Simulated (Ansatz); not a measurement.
BeO (wurtzite, P6_3mc), plane-wave PAW PBE (Ansatz code), all energies at zero smearing, with the estimated change up to a 700 eV cutoff added, with one set of potentials and settings (totals compare only within such a set). Cell of 4 atoms (2 Be, 2 O): -1326.426 eV.

```
element                            reference phase  E (eV/atom)
-------  -----------------------------------------  -----------
Be                   P6_3/mmc, 2 atoms in the cell     -92.7621
O        C2/m, 4 atoms in the cell, spin-polarised    -565.0042
```

Formation energy per atom, worked out: (-1326.426 − 2×(-92.7621) − 2×(-565.0042))/4 = -2.723 eV/atom (-263 kJ per mol of atoms), at 0 K, without zero-point energy or fitted corrections.

The cell was relaxed with PBE under the symmetry of its start. The references are the lowest solids computed at this level, not always the standard phases (solids in place of the gases).

Potentials: the earlier of the program's two PAW sets.
